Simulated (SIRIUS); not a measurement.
# GaP in SIRIUS: convergence with wave cutoff

GaP:

```
Ga P
1.0
     0.00000    2.72525    2.72525
     2.72525    0.00000    2.72525
     2.72525    2.72525    0.00000
Ga P
1 1
Direct
  0.00000 0.00000 0.00000
  0.75000 0.75000 0.75000
```

| Item | Value |
| --- | --- |
| Program | SIRIUS 7.10.0 |
| Task | single point |
| Functional | PBEsol |
| Potentials or basis | PseudoDojo 0.4.1 PBEsol standard (scalar relativistic) |
| Cutoff | 276 eV |
| Density cutoff | 1102 eV |
| k mesh | 8 × 8 × 8 |
| Occupations | fermi-dirac, width 0.05 eV |
| Spin | no spin polarisation |

These are the settings of the first run; the series varies wave cutoff, with any setting tied to it.

Hardware: 1 thread of Arm Neoverse N1 (shared host).

Question: The values tried are 275.5 eV, 396.7 eV, 540 eV, 705.3 eV, 892.7 eV, 1102.1 eV, 1457.5 eV, 1862.5 eV, loosest first. From which on does the energy stay within 1 meV/atom of the tightest run that finished?

Answer: From 1457.5 eV on.

| wave cutoff | energy less the tightest run, at zero smearing (meV/atom) | pressure (GPa) | gap on the mesh (eV) | SCF cycles | CPU time (s) | peak memory (GiB) |
| --- | --- | --- | --- | --- | --- | --- |
| 275.5 eV | 147258.09 | -1262.93 | 0.000 | 20 | 15 | 0.17 |
| 396.7 eV | 65098.23 | -1056.49 | 0.511 | 18 | 25 | 0.18 |
| 540 eV | 17721.73 | -540.47 | 1.371 | 18 | 28 | 0.22 |
| 705.3 eV | 2088.10 | -120.41 | 1.523 | 17 | 46 | 0.26 |
| 892.7 eV | 62.07 | -7.14 | 1.519 | 16 | 67 | 0.31 |
| 1102.1 eV | 1.05 | -0.51 | 1.519 | 16 | 100 | 0.38 |
| 1457.5 eV | 0.69 | -0.51 | 1.519 | 16 | 130 | 0.51 |
| 1862.5 eV | 0.00 | -0.52 | 1.519 | 16 | 190 | 0.65 |

Against the tightest run, the pressure stays within 0.1 GPa from 1102.1 eV on; the gap on the mesh stays within 0.01 eV from 705.3 eV on. The tightest run that finished is the yardstick and may itself not be fully converged.
